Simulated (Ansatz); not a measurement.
# Sr: the cost of one run

Method: DFT PBE, scalar-relativistic, plane waves, PAW, in Ansatz 0.2.0.

1 further run of the same task is left out (it didn't finish).

### Step 1. The structure to begin with

It takes space group P6/mmm (No. 191, hexagonal). The conventional cell has a = 10.988 Å, b = 10.988 Å, c = 4.421 Å, α = 90.00°, β = 90.00°, γ = 120.00°. Around Sr (site symmetry 6/mmm) lie 2 Sr at 4.42 Å.

Structure file:

```cif
data_structure
_symmetry_space_group_name_H-M 'P6/mmm'
_symmetry_Int_Tables_number 191
_cell_length_a 10.9876
_cell_length_b 10.9876
_cell_length_c 4.4211
_cell_angle_alpha 90.000
_cell_angle_beta 90.000
_cell_angle_gamma 120.000
_cell_volume 462.24
loop_
_atom_site_label
_atom_site_type_symbol
_atom_site_symmetry_multiplicity
_atom_site_Wyckoff_symbol
_atom_site_fract_x
_atom_site_fract_y
_atom_site_fract_z
_atom_site_occupancy
Sr1 Sr 1 a 0.00000 0.00000 0.00000 1
```

The structure comes from the Materials Project (structure only).

### Step 2. A change within a subgroup

Against the listed cell: strain xx, yy, zz, yz, xz, xy = +1.5, +5.7, -2.1, +0.1, +0.1, -3.6 %.

Contents of input.yaml:

```yaml
crystal:
  lattice:
    - [11.1549715702, -0.4006089886, 0.0146135479]
    - [-5.9244233462, 10.2613986096, 2.02124e-05]
    - [0.0058800788, 0.0034042562, 4.330169638]
  atoms:
    - { symbol: Sr, position: [0.0, 0.0, 0.0] }
basis:
  ecutwfc: 420
kpoints:
  mp_grid: { grid: [6, 6, 8] }
hamiltonian:
  xc: pbe
scf:
  occupations: { method: gaussian, width: 0.05 }
output:
  forces: true
  stress: true
  eigenvalues: true
  populations: true
```

Launch:

```
$ ansatz run input.yaml --threads 1 --pin off --max-ram 1331MiB --backend cpu --events-out ev --progress --plain --runs-dir out
```

What time and memory should one allow on 1 thread of an x86-64 CPU, shared host?

About 56 s, with a peak of 0.78 GiB.
